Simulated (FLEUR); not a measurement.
# CdS (Greenockite) (P6_3mc) in FLEUR: notebook

Runs on CdS (Greenockite). Level: PBE. Tasks: band structure, equation of state.

Program: FLEUR MaX-R8.1 (later development tree). These are calculated values, not measurements. Logs are shortened: lines on timing, memory, paths and dates and some standing lists are left out, and cuts for length are marked.

**Experimental background.**

“Isotope dependence of band-gap energy”, 2008, arxiv:0807.2152 quotes, for a bulk crystal of CdS: band gap 2.5809 ± 0.0002 eV.

How close the calculation comes is told below.

**1. Starting point**

Symmetry: P6_3mc, No. 186, hexagonal system. Conventional cell: a = 4.150 Å, b = 4.150 Å, c = 6.737 Å, α = 90.00°, β = 90.00°, γ = 120.00°. Cd (site symmetry 3m) is surrounded by 4 S at 2.53 to 2.54 Å. S (site symmetry 3m) has 4 Cd at 2.53 to 2.54 Å as nearest neighbours.

**2. Band structure, PBE**

Input file inp.xml:

```xml
<?xml version="1.0" encoding="UTF-8" standalone="no"?>
<fleurInput fleurInputVersion="0.39">
   <comment>
      CdS                                                                                                 
   </comment>
   <calculationSetup>
      <cutoffs Kmax="4.5" Gmax="22.5" GmaxXC="22.5" numbands="0"/>
      <scfLoop itmax="60" minDistance="0.00001" maxIterBroyd="15" imix="Anderson" alpha="0.05" precondParam="0.0" spinf="2.0" sdNocoIR="T"/>
      <coreElectrons ctail="T" frcor="F" kcrel="0" coretail_lmax="0"/>
      <xcFunctional name="pbe" relativisticCorrections="F"/>
      <magnetism jspins="1"/>
      <soc l_soc="F" theta="0.0" phi="0.0" spav="F"/>
      <expertModes spex="0" secvar="F"/>
      <geometryOptimization l_f="F" forcealpha="1.0" forcemix="BFGS" epsdisp="0.00001" epsforce="0.00001"/>
      <ldaU l_linMix="F" mixParam="0.05" spinf="1.0"/>
   </calculationSetup>
   <cell>
      <bzIntegration valenceElectrons="52.0" mode="hist" fermiSmearingEnergy="0.00183747">
         <kPointListSelection listName="default-1"/>
         <!-- k-points included here -->
         <xi:include xmlns:xi="http://www.w3.org/2001/XInclude" href="kpts.xml"> </xi:include>
      </bzIntegration>
      <!-- symmetry operations included here -->
      <xi:include xmlns:xi="http://www.w3.org/2001/XInclude" href="sym.xml"> </xi:include>
[... 33 lines left out ...]
         <lo type="SCLO" l="0" n="3" eDeriv="2"/>
         <lo type="SCLO" l="1" n="3" eDeriv="2"/>
         <lo type="SCLO" l="2" n="3" eDeriv="2"/>
         <lo type="SCLO" l="3" n="4" eDeriv="2"/>
      </species>
   </atomSpecies>
   <atomGroups>
      <atomGroup species="Cadmium (Cd)">
         <relPos label="                   1">-1.000/3.000 1.000/3.000 1.000/2.000</relPos>
         <relPos label="                   2">1.000/3.000 -1.000/3.000 .0000000000</relPos>
         <force calculate="T" relaxXYZ="TTT"/>
      </atomGroup>
      <atomGroup species="Sulfur (S)">
         <relPos label="                   3">-1.000/3.000 1.000/3.000 -1.000/8.000</relPos>
         <relPos label="                   4">1.000/3.000 -1.000/3.000 3.000/8.000</relPos>
         <force calculate="T" relaxXYZ="TTT"/>
      </atomGroup>
   </atomGroups>
   <output dos="F" band="F" slice="F">
      <checks vchk="F" cdinf="F"/>
      <bandDOS minEnergy="-.5*Htr" maxEnergy="0.5*Htr" sigma="0.015" storeEVData="T"/>
      <vacuumDOS vacdos="F" integ="F" star="F" nstars="0" locx1="0.0" locy1="0.0" locx2="0.0" locy2="0.0" nstm="0" tworkf="0.0"/>
      <unfoldingBand unfoldBand="F" supercellX="1" supercellY="1" supercellZ="1"/>
      <plotting iplot="0" polar="F">
         <plot TwoD="T" vec1="  1.0  0.0  0.0" vec2="  0.0  1.0  0.0" vec3="  0.0  0.0  1.0" zero="  0.0  0.0  0.0" file="plot"/>
      </plotting>
      <chargeDensitySlicing numkpt="0" minEigenval="0.0" maxEigenval="0.0" nnne="0" pallst="F"/>
      <specialOutput eonly="F"/>
      <moessbauerParams electricFieldGradient="T" isomerShift="T" coreHyperfine="T" valenceHyperfine="T"/>
      <magneticCircularDichroism mcd="F" energyLo="-10.0" energyUp="0.0"/>
   </output>
  <!-- We include the file relax.xml here to enable relaxations (see documentation) -->
  <xi:include xmlns:xi="http://www.w3.org/2001/XInclude" href="relax.xml"> <xi:fallback/> </xi:include>
</fleurInput>
```

Input file crystal.txt:

```
CdS
&input cartesian=F /
4.1500000000  0.0000000000  0.0000000000
-2.0750000000  3.5940054257  0.0000000000
0.0000000000  0.0000000000  6.7370000000
1.8897261246
1.0 1.0 1.0

4
48 0.6666666667  0.3333333333  0.5000000000
48 0.3333333333  0.6666666667  0.0000000000
16 0.6666666667  0.3333333333  0.8750000000
16 0.3333333333  0.6666666667  0.3750000000

&kpt div1=7 div2=7 div3=4 gamma=T /
```

Input file inp.xml (bands):

```
<?xml version="1.0" encoding="UTF-8" standalone="no"?>
<fleurInput fleurInputVersion="0.39">
   <comment>
      CdS                                                                                                 
   </comment>
   <calculationSetup>
      <cutoffs Kmax="4.5" Gmax="22.5" GmaxXC="22.5" numbands="0"/>
      <scfLoop itmax="60" minDistance="0.00001" maxIterBroyd="15" imix="Anderson" alpha="0.05" precondParam="0.0" spinf="2.0" sdNocoIR="T"/>
      <coreElectrons ctail="T" frcor="F" kcrel="0" coretail_lmax="0"/>
      <xcFunctional name="pbe" relativisticCorrections="F"/>
      <magnetism jspins="1"/>
      <soc l_soc="F" theta="0.0" phi="0.0" spav="F"/>
      <expertModes spex="0" secvar="F"/>
      <geometryOptimization l_f="F" forcealpha="1.0" forcemix="BFGS" epsdisp="0.00001" epsforce="0.00001"/>
      <ldaU l_linMix="F" mixParam="0.05" spinf="1.0"/>
   </calculationSetup>
   <cell>
      <bzIntegration valenceElectrons="52.0" mode="hist" fermiSmearingEnergy="0.00183747">
         <kPointListSelection listName="path-1"/>
         <!-- k-points included here -->
         <xi:include xmlns:xi="http://www.w3.org/2001/XInclude" href="kpts.xml"> </xi:include>
      </bzIntegration>
      <!-- symmetry operations included here -->
      <xi:include xmlns:xi="http://www.w3.org/2001/XInclude" href="sym.xml"> </xi:include>
[... 33 lines left out ...]
         <lo type="SCLO" l="0" n="3" eDeriv="2"/>
         <lo type="SCLO" l="1" n="3" eDeriv="2"/>
         <lo type="SCLO" l="2" n="3" eDeriv="2"/>
         <lo type="SCLO" l="3" n="4" eDeriv="2"/>
      </species>
   </atomSpecies>
   <atomGroups>
      <atomGroup species="Cadmium (Cd)">
         <relPos label="                   1">-1.000/3.000 1.000/3.000 1.000/2.000</relPos>
         <relPos label="                   2">1.000/3.000 -1.000/3.000 .0000000000</relPos>
         <force calculate="T" relaxXYZ="TTT"/>
      </atomGroup>
      <atomGroup species="Sulfur (S)">
         <relPos label="                   3">-1.000/3.000 1.000/3.000 -1.000/8.000</relPos>
         <relPos label="                   4">1.000/3.000 -1.000/3.000 3.000/8.000</relPos>
         <force calculate="T" relaxXYZ="TTT"/>
      </atomGroup>
   </atomGroups>
   <output dos="F" band="T" slice="F">
      <checks vchk="F" cdinf="F"/>
      <bandDOS minEnergy="-.5*Htr" maxEnergy="0.5*Htr" sigma="0.015" storeEVData="T"/>
      <vacuumDOS vacdos="F" integ="F" star="F" nstars="0" locx1="0.0" locy1="0.0" locx2="0.0" locy2="0.0" nstm="0" tworkf="0.0"/>
      <unfoldingBand unfoldBand="F" supercellX="1" supercellY="1" supercellZ="1"/>
      <plotting iplot="0" polar="F">
         <plot TwoD="T" vec1="  1.0  0.0  0.0" vec2="  0.0  1.0  0.0" vec3="  0.0  0.0  1.0" zero="  0.0  0.0  0.0" file="plot"/>
      </plotting>
      <chargeDensitySlicing numkpt="0" minEigenval="0.0" maxEigenval="0.0" nnne="0" pallst="F"/>
      <specialOutput eonly="F"/>
      <moessbauerParams electricFieldGradient="T" isomerShift="T" coreHyperfine="T" valenceHyperfine="T"/>
      <magneticCircularDichroism mcd="F" energyLo="-10.0" energyUp="0.0"/>
   </output>
  <!-- We include the file relax.xml here to enable relaxations (see documentation) -->
  <xi:include xmlns:xi="http://www.w3.org/2001/XInclude" href="relax.xml"> <xi:fallback/> </xi:include>
</fleurInput>
```

Potentials or basis: all-electron, FLAPW.

On the command line:

```
inpgen -f crystal.txt -profile moderate
# inp.xml edited to the form shown
fleur_MPI
fleur_MPI   # second run, on inp.xml (bands)
```

Output:

```text
Welcome to FLEUR        (www.flapw.de)
      MaX-Release 8.1          (www.max-centre.eu)

 ========== k-point set info ==========
 Selected k-point list: default-1
 k-point list type: mesh
 7 x 7 x 4
 Number of k points: 24

 ------------Calculation Setup---------------------------
 Number of MPI-tasks      :            1
 Number of PE/node        :            1
 Number of OMP-threads    :            1
 Most efficient MPI parallelization for:
           1           2           3           4           6           8          12          24
 Additional eigenvalue parallelization possible
 Number of basis functions:         1227
 Approximate size of matrices (H+S) per k-point:         0.045 GB
 --------------------------------------------------------
 Iteration:     1   Distance:       8.05072745 me/bohr^3
 Iteration:     2   Distance:       7.19387624 me/bohr^3
 Iteration:     3   Distance:       3.70478046 me/bohr^3
 Iteration:     4   Distance:       1.76475922 me/bohr^3
 Iteration:     5   Distance:       1.15332354 me/bohr^3
 Iteration:     6   Distance:       0.28938350 me/bohr^3
 Iteration:     7   Distance:       0.25066928 me/bohr^3
 Iteration:     8   Distance:       0.03192731 me/bohr^3
 Iteration:     9   Distance:       0.02603254 me/bohr^3
 Iteration:    10   Distance:       0.00316718 me/bohr^3
 Iteration:    11   Distance:       0.00061314 me/bohr^3
 Iteration:    12   Distance:       0.00058670 me/bohr^3
 Iteration:    13   Distance:       0.00017013 me/bohr^3
 Iteration:    14   Distance:       0.00005694 me/bohr^3
 Iteration:    15   Distance:       0.00001830 me/bohr^3
 Iteration:    16   Distance:       0.00001702 me/bohr^3
 Iteration:    17   Distance:       0.00000835 me/bohr^3

 ********************************************************************
 Run finished successfully
 Stop message:
   all done
 ********************************************************************
```

Wall time 12 min (1 thread of Arm Neoverse V1, shared host); peak memory 0.21 GiB.

Results:

| Property | Result |
| --- | --- |
| Free energy | -326279.1718 eV |
| Band gap on the k mesh | 1.20 eV, direct |
| Band gap along the path | 1.20 eV, direct |
| Valence electrons inside the program's atomic spheres | Cd 18.51; S 3.56 (radii Cd 2.53, S 1.9 bohr) |

Levels at the corners of the path, in eV from the valence-band top:
```csv
point,band 24,band 25,band 26,band 27,band 28,band 29
Γ,-0.04,0.00,0.00,1.20,2.79,6.46
M,-1.84,-1.28,-0.72,3.70,3.89,5.11
K,-1.82,-1.82,-1.59,4.66,5.07,5.07
Γ,-0.04,0.00,0.00,1.20,2.79,6.46
A,-0.39,-0.39,-0.39,2.84,2.84,6.17
L,-1.32,-1.31,-1.31,3.48,3.48,5.39
H,-2.37,-1.10,-1.10,4.39,4.39,6.09
A,-0.39,-0.39,-0.39,2.84,2.84,6.17
L,-1.32,-1.31,-1.31,3.48,3.48,5.39
M,-1.84,-1.28,-0.72,3.70,3.89,5.11
K,-1.82,-1.82,-1.59,4.66,5.07,5.07
H,-2.37,-1.10,-1.10,4.39,4.39,6.09
```

Core levels (eV from the Fermi level):
| atom | levels |
| --- | --- |
| 1 Cd | 1s1/2 -26505.3, 2s1/2 -3930.1, 2p1/2 -3658.3, 2p3/2 -3465.8, 3s1/2 -728.8, 3p1/2 -619.9, 3p3/2 -585.5, 3d3/2 -392.9, 3d5/2 -385.9 |
| 2 Cd | 1s1/2 -26505.3, 2s1/2 -3930.1, 2p1/2 -3658.3, 2p3/2 -3465.8, 3s1/2 -728.8, 3p1/2 -619.9, 3p3/2 -585.5, 3d3/2 -392.9, 3d5/2 -385.9 |
| 3 S | 1s1/2 -2398.3, 2s1/2 -204.4, 2p1/2 -150.1, 2p3/2 -148.8 |
| 4 S | 1s1/2 -2398.3, 2s1/2 -204.4, 2p1/2 -150.1, 2p3/2 -148.8 |

**3. Equation of state, PBE, 23.61 Å³/atom (volume scaled by 0.94)**

Changes to inp.xml since step 2:

```diff
@@ -24,3 +24,3 @@
       <xi:include xmlns:xi="http://www.w3.org/2001/XInclude" href="sym.xml"> </xi:include>
-      <bulkLattice scale="1.0">
+      <bulkLattice scale="0.9795861087">
          <bravaisMatrix>
@@ -34,3 +34,3 @@
       <species name="Cadmium (Cd)" element="Cd" atomicNumber="48">
-         <mtSphere radius="2.53" gridPoints="837" logIncrement="0.015"/>
+         <mtSphere radius="2.45" gridPoints="837" logIncrement="0.015"/>
          <atomicCutoffs lmax="10" lnonsphr="8"/>
@@ -48,3 +48,3 @@
       <species name="Sulfur (S)" element="S" atomicNumber="16">
-         <mtSphere radius="1.9" gridPoints="629" logIncrement="0.018"/>
+         <mtSphere radius="1.84" gridPoints="629" logIncrement="0.018"/>
          <atomicCutoffs lmax="7" lnonsphr="5"/>
```

Potentials or basis: all-electron, FLAPW.

On the command line:

```
inpgen -f crystal.txt -profile moderate
# inp.xml edited to the form shown
fleur_MPI
```

Run time: 8.9 min. Hardware: 1 thread of Arm Neoverse V1, shared host; peak memory 0.19 GiB.

The run converged. Its results:

- Free energy: -326279.0110 eV
- Band gap on the k mesh: 1.34 eV, direct
- Valence electrons inside the program's atomic spheres: Cd 18.39; S 3.37 (radii Cd 2.45, S 1.84 bohr)

Caveat: the plane-wave cutoff is short for the semicore states, which can make moduli rough.

**4. Equation of state, PBE, 24.12 Å³/atom (volume scaled by 0.96)**

Changes to inp.xml since step 3:

```diff
@@ -24,3 +24,3 @@
       <xi:include xmlns:xi="http://www.w3.org/2001/XInclude" href="sym.xml"> </xi:include>
-      <bulkLattice scale="0.9795861087">
+      <bulkLattice scale="0.9864848297">
          <bravaisMatrix>
```

On the command line:

```
inpgen -f crystal.txt -profile moderate
# inp.xml edited to the form shown
fleur_MPI
```

Run time: 9.5 min. Hardware: 1 thread of Arm Neoverse V1, shared host; peak memory 0.19 GiB.

It converged, with:

```
Free energy                                           : -326279.0829 eV
Band gap on the k mesh                                : 1.29 eV, direct
Valence electrons inside the program's atomic spheres : Cd 18.37; S 3.36 (radii Cd 2.45, S 1.84 bohr)
```

Caveat: the plane-wave cutoff is short for the semicore states, which can make moduli rough.

**5. Equation of state, PBE, 25.12 Å³/atom**

Changes to inp.xml since step 4:

```diff
@@ -24,3 +24,3 @@
       <xi:include xmlns:xi="http://www.w3.org/2001/XInclude" href="sym.xml"> </xi:include>
-      <bulkLattice scale="0.9864848297">
+      <bulkLattice scale="1.0000000000">
          <bravaisMatrix>
```

On the command line:

```
inpgen -f crystal.txt -profile moderate
# inp.xml edited to the form shown
fleur_MPI
```

It took 11 min on 1 thread of Arm Neoverse V1, shared host; peak memory 0.21 GiB.

It converged, with:

```yaml
Free_energy: -326279.1701 eV
Band_gap_on_the_k_mesh: 1.20 eV, direct
Valence_electrons_inside_the_program's_atomic_spheres: Cd 18.33; S 3.34 (radii Cd 2.45, S 1.84 bohr)
```

Caveat: the plane-wave cutoff is short for the semicore states, which can make moduli rough.

**6. Equation of state, PBE, 26.13 Å³/atom (volume scaled by 1.04)**

Changes to inp.xml since step 5:

```diff
@@ -24,3 +24,3 @@
       <xi:include xmlns:xi="http://www.w3.org/2001/XInclude" href="sym.xml"> </xi:include>
-      <bulkLattice scale="1.0000000000">
+      <bulkLattice scale="1.0131594038">
          <bravaisMatrix>
```

Potentials or basis: all-electron, FLAPW.

On the command line:

```
inpgen -f crystal.txt -profile moderate
# inp.xml edited to the form shown
fleur_MPI
```

It took 12 min on 1 thread of Arm Neoverse V1, shared host; peak memory 0.21 GiB.

The run converged. Its results:

| Quantity | Value |
| --- | --- |
| Free energy | -326279.1940 eV |
| Band gap on the k mesh | 1.10 eV, direct |
| Valence electrons inside the program's atomic spheres | Cd 18.30; S 3.33 (radii Cd 2.45, S 1.84 bohr) |

Caveat: the plane-wave cutoff is short for the semicore states, which can make moduli rough.

**7. Equation of state, PBE, 26.63 Å³/atom (volume scaled by 1.06)**

Changes to inp.xml since step 6:

```diff
@@ -24,3 +24,3 @@
       <xi:include xmlns:xi="http://www.w3.org/2001/XInclude" href="sym.xml"> </xi:include>
-      <bulkLattice scale="1.0131594038">
+      <bulkLattice scale="1.0196128224">
          <bravaisMatrix>
```

On the command line:

```
inpgen -f crystal.txt -profile moderate
# inp.xml edited to the form shown
fleur_MPI
```

Run time: 13 min. Hardware: 1 thread of Arm Neoverse V1, shared host; peak memory 0.21 GiB.

The run converged. Its results:

```yaml
Free_energy: -326279.1862 eV
Band_gap_on_the_k_mesh: 1.06 eV, direct
Valence_electrons_inside_the_program's_atomic_spheres: Cd 18.28; S 3.32 (radii Cd 2.45, S 1.84 bohr)
```

Caveat: the plane-wave cutoff is short for the semicore states, which can make moduli rough.

**8. Equation of state, PBE**

Potentials or basis: all-electron, FLAPW.

This step only gathers the single runs of the series.

What came out:

```yaml
Equilibrium_volume: 26.06 Å³/atom
Bulk_modulus_at_fixed_shape_and_positions: 53 GPa
```

Energy against volume, from the lowest point:
```csv
volume (Å³/atom),energy (meV/atom)
23.614,45.75
24.116,27.77
25.121,5.98
26.126,0.00
26.628,1.95
```

Caveat: the plane-wave cutoff is short for the semicore states, which can make moduli rough; the cell was scaled at fixed shape and fractional positions, which overstates the stiffness of a crystal with free parameters, most of all of layers and chains.

**9. Against experiment**

Step 2. Measured gap of CdS: 2.5809 eV (quoted in “Isotope dependence of band-gap energy”, 2008, arxiv:0807.2152). This calculation gives 1.20 eV (-1.39 eV). So large a miss can be the level of theory's own, or it may mean another phase, state or a wrong row. Spin-orbit coupling on Cd is left out. The value is that of PBE, without temperature or zero-point motion. Semilocal functionals fall short of measured gaps as a rule.
